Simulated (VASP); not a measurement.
# Au (Fm-3m) in VASP: relaxation of cell and atoms with PBE

Aim: the relaxation of cell and atoms of Au with PBE.

Everything below comes from runs of VASP 6.6.1. Logs are shortened: lines on timing, memory, paths and dates and some standing lists are left out, and cuts for length are marked.

### Step 1. The crystal as given

Symmetry: Fm-3m, No. 225, cubic system. The conventional cell has a = 4.070 Å, b = 4.070 Å, c = 4.070 Å, α = 90.00°, β = 90.00°, γ = 90.00°. Au (site symmetry m-3m) is surrounded by 12 Au at 2.88 Å.

### Step 2. Relaxation of cell and atoms, PBE

The input, INCAR:

```
  PREC = Accurate
  ENCUT = 600
  EDIFF = 1E-7
  ISMEAR = 0
  SIGMA = 0.1
  LREAL = F
  LASPH = T
  NELM = 80
  ALGO = Normal
  ISIF = 3
  LWAVE = F
  LCHARG = F
  GGA = PE
  IBRION = 2
  NSW = 80
  EDIFFG = -0.004
```

The input, KPOINTS:

```
Automatic mesh
0
Gamma
  18 18 18
```

The input, POSCAR:

```
Au
1.0
    0.0000000000      2.0350000000      2.0350000000
    2.0350000000      0.0000000000      2.0350000000
    2.0350000000      2.0350000000      0.0000000000
Au
1
Direct
    0.0000000000      0.0000000000      0.0000000000
```

Potentials or basis: VASP PAW PBE potentials, release 64 (Au).

Launch:

```
> cat potpaw_PBE.64/Au/POTCAR > POTCAR
> mpirun -np 1 vasp_std > vasp.out
```

OUTCAR:

```text
PREC = Accurate
   ENCUT = 600
   EDIFF = 1E-7
   ISMEAR = 0
   LREAL = F
   LASPH = T
   NELM = 80
   ISIF = 3
   GGA = PE
   IBRION = 2
   NSW = 80
   EDIFFG = -0.004

 ion  position               nearest neighbor table
   1  0.000  0.000  0.000-

  LATTYP: Found a face centered cubic cell.
 ALAT       =     4.0700000000

  Lattice vectors:

 A1 = (   0.0000000000,   2.0350000000,   2.0350000000)
 A2 = (   2.0350000000,   0.0000000000,   2.0350000000)
 A3 = (   2.0350000000,   2.0350000000,   0.0000000000)

Analysis of symmetry for initial positions (statically):
=====================================================================
 Subroutine PRICEL returns:
 Original cell was already a primitive cell.

 Routine SETGRP: Setting up the symmetry group for a
 face centered cubic supercell.

 Subroutine GETGRP returns: Found 48 space group operations
 (whereof 48 operations were pure point group operations)
 out of a pool of 48 trial point group operations.

The static configuration has the point symmetry O_h .

Analysis of symmetry for dynamics (positions and initial velocities):
=====================================================================
 Subroutine PRICEL returns:
 Original cell was already a primitive cell.

 Routine SETGRP: Setting up the symmetry group for a
 face centered cubic supercell.

 Subroutine GETGRP returns: Found 48 space group operations
 (whereof 48 operations were pure point group operations)
 out of a pool of 48 trial point group operations.

The dynamic configuration has the point symmetry O_h .

 Subroutine INISYM returns: Found 48 space group operations
 (whereof 48 operations are pure point group operations),
 and found     1 'primitive' translations

----------------------------------------------------------------------------------------

                                     Primitive cell

  volume of cell :      16.8548

  direct lattice vectors                    reciprocal lattice vectors
     0.000000000  2.035000000  2.035000000    -0.245700246  0.245700246  0.245700246
     2.035000000  0.000000000  2.035000000     0.245700246 -0.245700246  0.245700246
     2.035000000  2.035000000  0.000000000     0.245700246  0.245700246 -0.245700246

  length of vectors
     2.877924599  2.877924599  2.877924599     0.425565309  0.425565309  0.425565309

  position of ions in fractional coordinates (direct lattice)
     0.000000000  0.000000000  0.000000000

  ion indices of the primitive-cell ions
   primitive index   ion index
                 1           1

----------------------------------------------------------------------------------------

 KPOINTS: Automatic mesh

Automatic generation of k-mesh.
 Grid dimensions read from file:
 generate k-points for:   18   18   18

 Generating k-lattice:

  Cartesian coordinates                     Fractional coordinates (reciprocal lattice)
    -0.013650014  0.013650014  0.013650014     0.055555556  0.000000000  0.000000000
     0.013650014 -0.013650014  0.013650014     0.000000000  0.055555556  0.000000000
     0.013650014  0.013650014 -0.013650014     0.000000000  0.000000000  0.055555556

  Length of vectors
     0.023642517  0.023642517  0.023642517

  Shift w.r.t. Gamma in fractional coordinates (k-lattice)
     0.000000000  0.000000000  0.000000000

 Subroutine IBZKPT returns following result:
 ===========================================

 Found    195 irreducible k-points:

 Following reciprocal coordinates:
            Coordinates               Weight
  0.000000  0.000000  0.000000      1.000000
  0.055556  0.000000  0.000000      8.000000
  0.111111  0.000000  0.000000      8.000000
  0.166667  0.000000  0.000000      8.000000
  0.222222  0.000000  0.000000      8.000000
  0.277778  0.000000  0.000000      8.000000
[... 16 lines left out ...]
 -0.277778  0.055556  0.000000     24.000000
 -0.222222  0.055556  0.000000     24.000000
 [... further k-points ...]
   k-points           NKPTS =    195   k-points in BZ     NKDIM =    195   number of bands    NBANDS=      9
   number of dos      NEDOS =    301   number of ions     NIONS =      1
   total plane-waves  NPLWV =  13824
   dimension x,y,z NGX =    24 NGY =   24 NGZ =   24
   dimension x,y,z NGXF=    48 NGYF=   48 NGZF=   48
   ions per type =               1
   NGX,Y,Z   is equivalent  to a cutoff of  13.86, 13.86, 13.86 a.u.
   NGXF,Y,Z  is equivalent  to a cutoff of  27.73, 27.73, 27.73 a.u.
 SYSTEM =  unknown system
   PREC   = accura    normal or accurate (medium, high low for compatibility)
   ISTART =      0    job   : 0-new  1-cont  2-samecut
   ICHARG =      2    charge: 1-file 2-atom 10-const
   ISPIN  =      1    spin polarized calculation?
   LNONCOLLINEAR =      F non collinear calculations
   LSORBIT =      F    spin-orbit coupling
   LASPH  =      T    aspherical Exc in radial PAW
   ENCUT  =  600.0 eV  44.10 Ry    6.64 a.u.   5.75  5.75  5.75*2*pi/ulx,y,z
   NELM   =     80;   NELMIN=  2; NELMDL= -5     # of ELM steps
   EDIFF  = 0.1E-06   stopping-criterion for ELM
   LREAL  =      F    real-space projection
   EDIFFG = -.4E-02   stopping-criterion for IOM
   NSW    =     80    number of steps for IOM
   IBRION =      2    ionic relax: 0-MD 1-quasi-New 2-CG
   NFREE  =      1    steps in history (QN), initial steepest desc. (CG)
   ISIF   =      3    stress and relaxation
   ISYM   =      2    0-nonsym 1-usesym 2-fastsym
   POTIM  = 0.5000    time-step for ionic-motion
   TEBEG  =    0.0;   TEEND  =   0.0 temperature during run
   PSTRESS=    0.0 pullay stress
   NELECT =      11.0000    total number of electrons
   NUPDOWN=      -1.0000    fix difference up-down
   EMIN   =  10.00;   EMAX   =-10.00  energy-range for DOS
   EFERMI =   0.00;   METHOD = LEGACY
   ISMEAR =     0;   SIGMA  =   0.10  broadening in eV -4-tet -1-fermi 0-gaus
   EFERMI_NEDOS =   21; number of points for ismear=-14 and -15
   IALGO  =     38    algorithm
   IMIX   =      4    mixing-type and parameters
     AMIX     =   0.40;   BMIX     =  1.00
     AMIX_MAG =   1.60;   BMIX_MAG =  1.00
  volume/ion in A,a.u.               =      16.85       113.74
  Fermi-wavevector in a.u.,A,eV,Ry     =   1.420032  2.683470 27.436005  2.016489
  Thomas-Fermi vector in A             =   2.540990
   LORBIT       =      0    0 simple, 1 ext, 2 COOP (PROOUT), +10 PAW based schemes
   GGA     = PE    functional components
   LHFCALC =     F    Hartree Fock is set to
   AEXX    =    0.0000 exact exchange contribution
   IVDW    =     0    specifies the selected vdW correction
   LEPSILON=     F    determine dielectric tensor
   LRPA    =     F    only Hartree local field effects (RPA)
 conjugate gradient relaxation of ions
 non-spin polarized calculation
 Gauss-broadening in eV      SIGMA  =   0.10
  energy-cutoff  :      600.00
  volume of cell :       16.85
 maximum number of plane-waves:       588
   NGX = 11   NGY = 11   NGZ = 11

--------------------------------------- Ionic step        1  -------------------------------------------

 number of electron      10.9999999 magnetization

 Free energy of the ion-electron system (eV)
  ---------------------------------------------------
  ext. energy  EPLUGINS =         0.00000000
  ---------------------------------------------------
  free energy    TOTEN  =        -3.18804569 eV

  energy without entropy =       -3.18666182  energy(sigma->0) =       -3.18735375

------------------------ aborting loop because EDIFF is reached ----------------------------------------

  FORCE on cell =-STRESS in cart. coord.  units (eV):
  Direction    XX          YY          ZZ          XY          YZ          ZX
  --------------------------------------------------------------------------------------
  -------------------------------------------------------------------------------------
  Total        1.1256419      1.1256419      1.1256419     -0.0000000      0.0000000     -0.0000000
  in kB      107.0009363    107.0009363    107.0009363     -0.0000000      0.0000000     -0.0000000
  external PRESSURE =     107.0009363 kB  Pullay stress =       0.0000000 kB
[... 90 lines left out ...]
  energy  without entropy=       -3.2206834712  energy(sigma->0) =       -3.22131665

--------------------------------------- Ionic step        4  -------------------------------------------

 number of electron      11.0000002 magnetization

 Free energy of the ion-electron system (eV)
  ---------------------------------------------------
  ext. energy  EPLUGINS =         0.00000000
  ---------------------------------------------------
  free energy    TOTEN  =        -3.22196696 eV

  energy without entropy =       -3.22069859  energy(sigma->0) =       -3.22133277

 E-fermi :   8.5849     XC(G=0): -12.4077

 val. band max:        8.5699690223   @ k =   0.5000   0.2778   0.1111
 cond. band min:       8.6132801208   @ k =   0.5000   0.1667   0.0556
 fundamental gap:      0.0433110985
 Fermi energy:         8.5849265995

 k-point     1 :       0.0000    0.0000    0.0000
  band No.  band energies     occupation
      1      -0.6865      2.00000
      2       4.2096      2.00000
      3       4.2096      2.00000
      4       4.2096      2.00000
      5       5.5910      2.00000
      6       5.5910      2.00000
      7      23.2125      0.00000
      8      26.9132      0.00000
      9      26.9132      0.00000
[... 265 lines left out ...]
 k-point    24 :      -0.2222    0.0556    0.0000
  band No.  band energies     occupation
      1       1.0361      2.00000
      2       3.9795      2.00000
      3       4.4929      2.00000
      4       4.5252      2.00000
      5       5.5114      2.00000
      6       5.9505      2.00000
      7      19.8744      0.00000
      8      24.1268      0.00000
      9      26.6630      0.00000

 [... further k-points ...]
[... 5 lines left out ...]
  --------------------------------------------------------------------------------------
  -------------------------------------------------------------------------------------
  Total       -0.0030799     -0.0030799     -0.0030799     -0.0000000     -0.0000000     -0.0000000
  in kB       -0.2749129     -0.2749129     -0.2749129     -0.0000000     -0.0000000     -0.0000000
  external PRESSURE =      -0.2749129 kB  Pullay stress =       0.0000000 kB
[... 16 lines left out ...]
  FREE ENERGIE OF THE ION-ELECTRON SYSTEM (eV)
  ---------------------------------------------------
  free  energy   TOTEN  =        -3.2219669626 eV

  energy  without entropy=       -3.2206985862  energy(sigma->0) =       -3.22133277

 reached required accuracy - stopping structural energy minimisation
```

Run time: 92 s. Hardware: 1 thread of Intel Xeon Platinum 8375C at 2.90GHz (Ice Lake), shared host; peak memory 0.17 GiB.

What came out:

```
Free energy                            : -3.2220 eV
Relaxed volume                         : 17.95 Å³/atom
Relaxed cell                           : a = 2.939 Å, b = 2.939 Å, c = 2.939 Å, α = 60.00°, β = 60.00°, γ = 60.00°
Space group after relaxing (to 0.05 Å) : Fm-3m (No. 225)
Energy gained by relaxing              : 33.9 meV/atom
Ionic steps                            : 4
Pressure after relaxing                : 0.0 GPa
Band gap on the k mesh                 : none (metal or under the smearing width)
```

The path:
```
step  energy change (eV)  largest force (eV/Å)  pressure (GPa)  volume (Å³)
   1              0.0000                0.0000           10.70        16.85
   2              0.0303                0.0000          -10.11        19.75
   3             -0.0339                0.0000           -0.19        17.97
   4             -0.0339                0.0000           -0.03        17.95
```

Final structure:
```
Au
1.0
     0.00000    2.07814    2.07814
     2.07814    0.00000    2.07814
     2.07814    2.07814    0.00000
Au
1
Cartesian
  0.0000 0.0000 0.0000
```

Levels at points of the mesh, in eV from the Fermi level:
| k point | band 3 | band 4 | band 5 | band 6 | band 7 | band 8 | band 9 |
| --- | --- | --- | --- | --- | --- | --- | --- |
| (0.00, 0.00, 0.00) | -4.38 | -4.38 | -2.99 | -2.99 | 14.63 | 18.33 | 18.33 |
| (0.50, 0.00, 0.00) | -4.41 | -1.90 | -1.90 | -0.67 | 2.85 | 14.07 | 16.79 |
| (0.50, 0.50, 0.00) | -1.94 | -1.61 | -1.61 | 1.21 | 5.41 | 9.91 | 9.91 |

The run has no spin-orbit coupling, so splittings on Au are missing. PBE usually gives volumes a little too large and moduli too small.
